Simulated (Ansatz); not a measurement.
# In2Sb: tests of the settings

This session on In2Sb sets out to relax the cell with several choices of dispersion correction.

Computed with Ansatz 0.2.0 (DFT PBEsol, scalar-relativistic, plane waves, PAW for the base; runs at other levels say so in their headings and inputs, unless a step's input says otherwise).

1 further run of the same task is left out (set aside as unsound or not needed). Runs told in other sessions of the task aren't counted.

## Step 1: The starting structure

The structure is hexagonal, space group P6_3/mmc (No. 194). The conventional cell has a = 5.380 Å, b = 5.380 Å, c = 6.723 Å, α = 90.00°, β = 90.00°, γ = 120.00°. In (site symmetry -6m2) is surrounded by 5 Sb at 3.11 to 3.36 Å and 6 In at 3.53 Å. In (site symmetry -3m) is surrounded by 8 In at 3.36 to 3.53 Å and 6 Sb at 3.53 Å. Sb (site symmetry -6m2) has 11 In at 3.11 to 3.53 Å in its first shell of neighbours.

Structure file:

```xyz
6
Lattice="5.3799 0.0000 0.0000 -2.6900 4.6591 0.0000 0.0000 0.0000 6.7226" Properties=species:S:1:pos:R:3 pbc="T T T"
In    2.6900    1.5530    1.6806
In    0.0000    3.1061    5.0419
In    0.0000    0.0000    3.3613
In    0.0000    0.0000    0.0000
Sb    2.6900    1.5530    5.0419
Sb    0.0000    3.1061    1.6806
```

Source of the structure: the Materials Project (structure only). It is taken as it stands there.

## Step 2: The base run, which the others are set against

input.yaml reads:

```yaml
crystal:
  lattice:
    - [5.3799042018, 0.0, 0.0]
    - [-2.6899521009, 4.6591337087, 0.0]
    - [0.0, 0.0, 6.722552]
  atoms:
    - { symbol: In, position: [0.66666667, 0.33333333, 0.25] }
    - { symbol: In, position: [0.33333333, 0.66666667, 0.75] }
    - { symbol: In, position: [0.0, 0.0, 0.5] }
    - { symbol: In, position: [0.0, 0.0, 0.0] }
    - { symbol: Sb, position: [0.66666667, 0.33333333, 0.75] }
    - { symbol: Sb, position: [0.33333333, 0.66666667, 0.25] }
basis:
  ecutwfc: 420
kpoints:
  mp_grid: { grid: [12, 12, 6] }
hamiltonian:
  xc: pbesol
scf:
  occupations: { method: gaussian, width: 0.1 }
output:
  forces: true
  stress: true
  eigenvalues: true
  populations: true
```

It was run beforehand and gave: -5819.6187 eV/atom at zero smearing, pressure -2.56 GPa, largest force 0.000 eV/Å, no gap on the mesh, in 7 SCF cycles and 35 s.

## Step 3: Relaxing with dispersion correction D3(BJ)

input.yaml reads:

```yaml
crystal:
  lattice:
    - [5.3799042018, 0.0, 0.0]
    - [-2.6899521009, 4.6591337087, 0.0]
    - [0.0, 0.0, 6.722552]
  atoms:
    - { symbol: In, position: [0.6666666667, 0.3333333333, 0.25] }
    - { symbol: In, position: [0.3333333333, 0.6666666667, 0.75] }
    - { symbol: In, position: [0.0, 0.0, 0.5] }
    - { symbol: In, position: [0.0, 0.0, 0.0] }
    - { symbol: Sb, position: [0.6666666667, 0.3333333333, 0.75] }
    - { symbol: Sb, position: [0.3333333333, 0.6666666667, 0.25] }
basis:
  ecutwfc: 420
kpoints:
  mp_grid: { grid: [12, 12, 6] }
hamiltonian:
  xc: pbesol
  dispersion: d3bj
scf:
  occupations: { method: gaussian, width: 0.1 }
output:
  forces: true
  stress: true
  eigenvalues: true
relax:
  adjacent_minimum: "off"
  f_tol: 0.01
  max_steps: 60
  cell: { stress_tol: 0.05 }
```

Run with:

```console
> ansatz run input.yaml --threads 1 --pin off --max-ram 2560MiB --backend cpu --events-out ev --progress --plain --runs-dir out
```

## Step 4: Relaxation, dispersion correction: D3(BJ)+ATM

input.yaml, as its differences from that of step 3:

```diff
@@ -18,3 +18,3 @@
   xc: pbesol
-  dispersion: d3bj
+  dispersion: d3bjatm
 scf:
@@ -25,2 +25,6 @@
   eigenvalues: true
+  write_density: true
+  write_potential: true
+  elf: true
+  volumetric_format: npy
 relax:
```

## Step 5: Relaxing with dispersion correction D4

input.yaml, as its differences from that of step 4:

```diff
@@ -18,3 +18,3 @@
   xc: pbesol
-  dispersion: d3bjatm
+  dispersion: d4
 scf:
@@ -25,6 +25,2 @@
   eigenvalues: true
-  write_density: true
-  write_potential: true
-  elf: true
-  volumetric_format: npy
 relax:
```

## Step 6: Relaxation, dispersion correction: r2SCAN, rVV10

input.yaml, as its differences from that of step 5:

```diff
@@ -13,3 +13,3 @@
 basis:
-  ecutwfc: 420
+  ecutwfc: 500
 kpoints:
@@ -17,4 +17,4 @@
 hamiltonian:
-  xc: pbesol
-  dispersion: d4
+  xc: r2scan
+  dispersion: rvv10
 scf:
```

(Steps that only read results are left out.)

**Question.** What does this series show? Wanted: relaxed volume by dispersion correction.

The runs gave:

| quantity | value |
| --- | --- |
| relaxed volume by dispersion correction (Å³/atom) | PBEsol, none: 26.25; PBEsol, D3(BJ): 24.89; PBEsol, D3(BJ)+ATM: 25.03; PBEsol, D4: 25.46; r2SCAN, none: 27.29; r2SCAN, rVV10: 26.69 |

In words: The relaxed volumes span 9.6 %, from PBEsol, D3(BJ) (smallest) to r2SCAN, none (largest). The pair corrections change the volume by up to -5.2 %; an added attraction shrinks any cell somewhat, needed or not. Spin-orbit coupling is left out for Sb.
